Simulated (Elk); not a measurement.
An Elk run on Si with settings drawn from a wide range, so not all are converged; totals and levels move with the basis, and no second program has checked them. Computed with Elk 11.2.3 with local patches, DFT, LDA (Perdew-Zunger), all-electron APW+lo, Dirac cores, scalar-relativistic bands with second-variational spin-orbit coupling. Elk's input is in atomic units.

Command: `OMP_NUM_THREADS=1 elk` The run took 0.02 s on 1 thread of Arm Neoverse N1, on a shared host, peak memory 0.04 GiB.

```
tasks
  0
  110
  115
  21

xctype
  2

rgkmax
  6.5

gmaxvr
  14

lmaxapw
  7

lmaxo
  7

lmaxi
  4

nrmtscf
  2.5

nempty
  4

epspot
  1e-06

epsengy
  1e-05

maxscl
  60

swidth
  0.004

stype
  3

lradstp
  2

mixtype
  3

hmaxvr
  6

tforce
  .true.

spinorb
  .true.

sppath
  './'

avec
  -4.48124419503 4.48124419503 2.51194753385
  4.48124419503 -4.48124419503 2.51194753385
  4.48124419503 4.48124419503 -2.51194753385

atoms
  1
  'Si.in'
  2
  0.250000000000 0.750000000000 0.500000000000   0.000 0.000 0.000
  0.500000000000 0.500000000000 0.000000000000   0.000 0.000 0.000

ngridk
  14 14 14

plot1d
  9 30
  0.0000000000 0.0000000000 0.0000000000
  -0.0000000000 0.0000000000 0.5000000000
  -0.5000000000 0.5000000000 0.5000000000
  0.0000000000 0.0000000000 0.0000000000
  0.3285532063 0.3285532063 -0.3285532063
  -0.3285532063 0.6714467937 0.3285532063
  -0.5000000000 0.5000000000 0.5000000000
  -0.0000000000 0.0000000000 0.5000000000
  0.2500000000 0.2500000000 0.2500000000
```

Muffin-tin radii in the species files: Si 1.71 bohr.

The cell is the one relaxed in the Materials Project (mp-92), not relaxed further here; entries there can be hypothetical.

**Question.** What does the run give?

**Answer.** It refused before any iteration.
```
Error(init0): requested spin-polarised run with spin-unpolarised
 exchange-correlation functional
```
